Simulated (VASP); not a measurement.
# Cs (Im-3m) in VASP: further runs

Runs on Cs. Level: PBE. Tasks: single point.

Program: VASP 6.6.1. These are calculated values, not measurements. Logs are shortened: lines on timing, memory, paths and dates and some standing lists are left out, and cuts for length are marked.

**1. The crystal as given**

The structure is cubic, space group Im-3m (No. 229). The conventional cell has a = 6.257 Å, b = 6.257 Å, c = 6.257 Å, α = 90.00°, β = 90.00°, γ = 90.00°.

**2. Single point, PBE**

INCAR

```
ADDGRID  = False        
ALGO     = Normal         # electronic algorithm
EDIFF    = 1E-6           # SCF threshold, eV
ENCUT    = 450            # plane-wave cutoff, eV
GGA      = PE             # functional
ISIF     = 2              # what is computed and relaxed
ISMEAR   = 0              # smearing method
LASPH    = True           # aspherical terms in the spheres
LCHARG   = False          # write CHGCAR
LREAL    = False          # projectors in reciprocal space
LWAVE    = False          # write WAVECAR
NBANDS   = 10             # bands
NELM     = 100            # most SCF steps
PREC     = Accurate       # precision mode
SIGMA    = 0.15           # smearing width, eV
```

KPOINTS

```
k-points
0
Gamma
  6 6 6
```

POSCAR

```
Cs
1.0
   -3.1284650614      3.1284650614      3.1284650614
    3.1284650614     -3.1284650614      3.1284650614
    3.1284650614      3.1284650614     -3.1284650614
Cs
1
Direct
    0.0000000000      0.0000000000      0.0000000000
```

Potentials or basis: VASP PAW PBE potentials, release 64 (Cs_sv).

Command:

```
> cat potpaw_PBE.64/Cs_sv/POTCAR > POTCAR
> mpirun -np 1 vasp_std > vasp.out
```

OUTCAR:

```text
EDIFF = 1E-6
   ENCUT = 450
   GGA = PE
   ISIF = 2
   ISMEAR = 0
   LASPH = True
   LREAL = False
   NELM = 100
   PREC = Accurate

 Found     16 irreducible k-points:

 Following reciprocal coordinates:
            Coordinates               Weight
  0.000000  0.000000  0.000000      1.000000
  0.166667  0.000000  0.000000     12.000000
  0.333333  0.000000  0.000000     12.000000
  0.500000  0.000000  0.000000      6.000000
  0.166667  0.166667  0.000000     24.000000
  0.333333  0.166667  0.000000     48.000000
   k-points           NKPTS =     16   k-points in BZ     NKDIM =     16   number of bands    NBANDS=     10
   number of dos      NEDOS =    301   number of ions     NIONS =      1
   total plane-waves  NPLWV =  64000
   dimension x,y,z NGX =    40 NGY =   40 NGZ =   40
   dimension x,y,z NGXF=    80 NGYF=   80 NGZF=   80
   ions per type =               1
   NGX,Y,Z   is equivalent  to a cutoff of  12.27, 12.27, 12.27 a.u.
   NGXF,Y,Z  is equivalent  to a cutoff of  24.54, 24.54, 24.54 a.u.
 SYSTEM =  unknown system
   PREC   = accura    normal or accurate (medium, high low for compatibility)
   ISTART =      0    job   : 0-new  1-cont  2-samecut
   ICHARG =      2    charge: 1-file 2-atom 10-const
   ISPIN  =      1    spin polarized calculation?
   LNONCOLLINEAR =      F non collinear calculations
   LSORBIT =      F    spin-orbit coupling
   LASPH  =      T    aspherical Exc in radial PAW
   ENCUT  =  450.0 eV  33.07 Ry    5.75 a.u.   9.37  9.37  9.37*2*pi/ulx,y,z
   NELM   =    100;   NELMIN=  2; NELMDL= -5     # of ELM steps
   EDIFF  = 0.1E-05   stopping-criterion for ELM
   LREAL  =      F    real-space projection
   EDIFFG = 0.1E-04   stopping-criterion for IOM
   NSW    =      0    number of steps for IOM
   IBRION =     -1    ionic relax: 0-MD 1-quasi-New 2-CG
   NFREE  =      0    steps in history (QN), initial steepest desc. (CG)
   ISIF   =      2    stress and relaxation
   ISYM   =      2    0-nonsym 1-usesym 2-fastsym
   POTIM  = 0.5000    time-step for ionic-motion
   TEBEG  =    0.0;   TEEND  =   0.0 temperature during run
   PSTRESS=    0.0 pullay stress
   NELECT =       9.0000    total number of electrons
   NUPDOWN=      -1.0000    fix difference up-down
   EMIN   =  10.00;   EMAX   =-10.00  energy-range for DOS
   EFERMI =   0.00;   METHOD = LEGACY
   ISMEAR =     0;   SIGMA  =   0.15  broadening in eV -4-tet -1-fermi 0-gaus
   EFERMI_NEDOS =   21; number of points for ismear=-14 and -15
   IALGO  =     38    algorithm
   IMIX   =      4    mixing-type and parameters
     AMIX     =   0.40;   BMIX     =  1.00
     AMIX_MAG =   1.60;   BMIX_MAG =  1.00
  volume/ion in A,a.u.               =     122.48       826.51
  Fermi-wavevector in a.u.,A,eV,Ry     =   0.685706  1.295796  6.397353  0.470192
  Thomas-Fermi vector in A             =   1.765724
   LORBIT       =      0    0 simple, 1 ext, 2 COOP (PROOUT), +10 PAW based schemes
   GGA     = PE    functional components
   LHFCALC =     F    Hartree Fock is set to
   AEXX    =    0.0000 exact exchange contribution
   IVDW    =     0    specifies the selected vdW correction
   LEPSILON=     F    determine dielectric tensor
   LRPA    =     F    only Hartree local field effects (RPA)
 non-spin polarized calculation
 Gauss-broadening in eV      SIGMA  =   0.15
  energy-cutoff  :      450.00
  volume of cell :      122.48
 maximum number of plane-waves:      2718
 NGX is ok and might be reduce to    40
   NGX = 19   NGY = 19   NGZ = 19

 number of electron       8.9999999 magnetization

 Free energy of the ion-electron system (eV)
  ---------------------------------------------------
  ext. energy  EPLUGINS =         0.00000000
  ---------------------------------------------------
  free energy    TOTEN  =        -0.84987709 eV

  energy without entropy =       -0.82745578  energy(sigma->0) =       -0.83866644

 E-fermi :   0.3038     XC(G=0):  -5.2513

 val. band max:        0.1830683223   @ k =   0.1667   0.1667   0.1667
 cond. band min:       0.3252191623   @ k =   0.3333   0.1667   0.0000
 fundamental gap:      0.1421508400
 Fermi energy:         0.3037756626

 k-point     1 :       0.0000    0.0000    0.0000
  band No.  band energies     occupation
      1     -23.5912      2.00000
      2     -10.3435      2.00000
      3     -10.3435      2.00000
      4     -10.3435      2.00000
      5      -1.3123      2.00000
      6       2.7554      0.00000
      7       2.7554      0.00000
      8       2.7554      0.00000
      9       3.5702      0.00000
     10       3.5702      0.00000

 k-point     2 :       0.1667    0.0000    0.0000
  band No.  band energies     occupation
      1     -23.5900      2.00000
      2     -10.3717      2.00000
      3     -10.3528      2.00000
      4     -10.3435      2.00000
      5      -1.0296      2.00000
      6       2.4147      0.00000
      7       2.4866      0.00000
      8       3.0395      0.00000
      9       3.3578      0.00000
     10       3.5410      0.00000

 k-point     3 :       0.3333    0.0000    0.0000
  band No.  band energies     occupation
      1     -23.5875      2.00000
      2     -10.4268      2.00000
      3     -10.3714      2.00000
      4     -10.3435      2.00000
      5      -0.2904      2.00000
      6       1.6330      0.00000
      7       2.1018      0.00000
      8       3.4916      0.00000
      9       3.6717      0.00000
     10       3.8560      0.00000

 k-point     4 :       0.5000    0.0000    0.0000
  band No.  band energies     occupation
      1     -23.5863      2.00000
      2     -10.4536      2.00000
      3     -10.3806      2.00000
      4     -10.3435      2.00000
      5       0.3612      0.58796
      6       1.1132      0.00000
      7       1.9500      0.00000
      8       3.3863      0.00000
      9       3.9900      0.00000
     10       4.5043      0.00000

 k-point     5 :       0.1667    0.1667    0.0000
  band No.  band energies     occupation
      1     -23.5882      2.00000
      2     -10.4091      2.00000
      3     -10.3644      2.00000
      4     -10.3499      2.00000
      5      -0.5093      2.00000
      6       1.9128      0.00000
      7       2.1168      0.00000
      8       3.2643      0.00000
      9       3.5434      0.00000
     10       3.8346      0.00000

 k-point     6 :       0.3333    0.1667    0.0000
  band No.  band energies     occupation
      1     -23.5863      2.00000
      2     -10.4398      2.00000
      3     -10.3862      2.00000
      4     -10.3522      2.00000
      5       0.3252      0.83978
      6       1.3110      0.00000
      7       1.8232      0.00000
      8       3.3113      0.00000
      9       3.8126      0.00000
     10       4.2356      0.00000

 [... further k-points ...]
[... 5 lines left out ...]
  --------------------------------------------------------------------------------------
  -------------------------------------------------------------------------------------
  Total       -0.0631275     -0.0631275     -0.0631275      0.0000000      0.0000000      0.0000000
  in kB       -0.8258008     -0.8258008     -0.8258008      0.0000000      0.0000000      0.0000000
  external PRESSURE =      -0.8258008 kB  Pullay stress =       0.0000000 kB

 VOLUME and BASIS-vectors are now :
 -----------------------------------------------------------------------------
  energy-cutoff  :      450.00
  volume of cell :      122.48
      direct lattice vectors                 reciprocal lattice vectors
    -3.128465061  3.128465061  3.128465061     0.000000000  0.159822785  0.159822785
     3.128465061 -3.128465061  3.128465061     0.159822785  0.000000000  0.159822785
     3.128465061  3.128465061 -3.128465061     0.159822785  0.159822785  0.000000000

 POSITION                                       TOTAL-FORCE (eV/Angst)
 -----------------------------------------------------------------------------------
      0.00000      0.00000      0.00000        -0.000000     -0.000000      0.000000
 -----------------------------------------------------------------------------------
    total drift:                               -0.000000      0.000000     -0.000000

  FREE ENERGIE OF THE ION-ELECTRON SYSTEM (eV)
  ---------------------------------------------------
  free  energy   TOTEN  =        -0.8498770916 eV

  energy  without entropy=       -0.8274557825  energy(sigma->0) =       -0.83866644
```

It took 16 s on 1 thread of Intel Xeon Platinum 8375C at 2.90GHz (Ice Lake), shared host; peak memory 0.22 GiB.

These settings aren't checked as converged: the numbers below hold their error.

What came out:

```yaml
Free_energy: -0.8499 eV
Pressure: -0.1 GPa
Band_gap_on_the_k_mesh: none (metal or under the smearing width)
```

**3. Single point, PBE**

INCAR, as its differences from that of step 2:

```diff
@@ -14,2 +14,2 @@
 PREC     = Accurate       # precision mode
-SIGMA    = 0.15           # smearing width, eV
+SIGMA    = 0.4            # smearing width, eV
```

KPOINTS is that of step 2.

POSCAR is that of step 2.

Potentials or basis: VASP PAW PBE potentials, release 64 (Cs_sv).

Command:

```
> cat potpaw_PBE.64/Cs_sv/POTCAR > POTCAR
> mpirun -np 1 vasp_std > vasp.out
```

It took 12 s on 1 thread of Intel Xeon Platinum 8375C at 2.90GHz (Ice Lake), shared host; peak memory 0.22 GiB.

The run converged, but some of its settings lie outside the range that counts as converged, so its numbers aren't taken as properties of the crystal.

What came out:

- Free energy: -0.8980 eV
- Pressure: -0.1 GPa
- Band gap on the k mesh: none (metal or under the smearing width)

**4. Single point, PBE**

INCAR, as its differences from that of step 3:

```diff
@@ -14,2 +14,2 @@
 PREC     = Accurate       # precision mode
-SIGMA    = 0.4            # smearing width, eV
+SIGMA    = 0.2            # smearing width, eV
```

KPOINTS is that of step 3.

POSCAR is that of step 3.

Command:

```
> cat potpaw_PBE.64/Cs_sv/POTCAR > POTCAR
> mpirun -np 1 vasp_std > vasp.out
```

It took 15 s on 1 thread of Intel Xeon Platinum 8375C at 2.90GHz (Ice Lake), shared host; peak memory 0.23 GiB.

The run converged, but some of its settings lie outside the range that counts as converged, so its numbers aren't taken as properties of the crystal.

Results:

```yaml
Free_energy: -0.8577 eV
Pressure: -0.1 GPa
Band_gap_on_the_k_mesh: none (metal or under the smearing width)
```

**5. Single point, PBE**

INCAR, as its differences from that of step 4:

```diff
@@ -14,2 +14,2 @@
 PREC     = Accurate       # precision mode
-SIGMA    = 0.2            # smearing width, eV
+SIGMA    = 0.1            # smearing width, eV
```

KPOINTS is that of step 4.

POSCAR is that of step 4.

Command:

```
> cat potpaw_PBE.64/Cs_sv/POTCAR > POTCAR
> mpirun -np 1 vasp_std > vasp.out
```

Run time: 10 s. Hardware: 1 thread of Intel Xeon Platinum 8375C at 2.90GHz (Ice Lake), shared host; peak memory 0.22 GiB.

The run converged, but some of its settings lie outside the range that counts as converged, so its numbers aren't taken as properties of the crystal.

What came out:

```
Free energy            : -0.8427 eV
Pressure               : -0.1 GPa
Band gap on the k mesh : none (metal or under the smearing width)
```
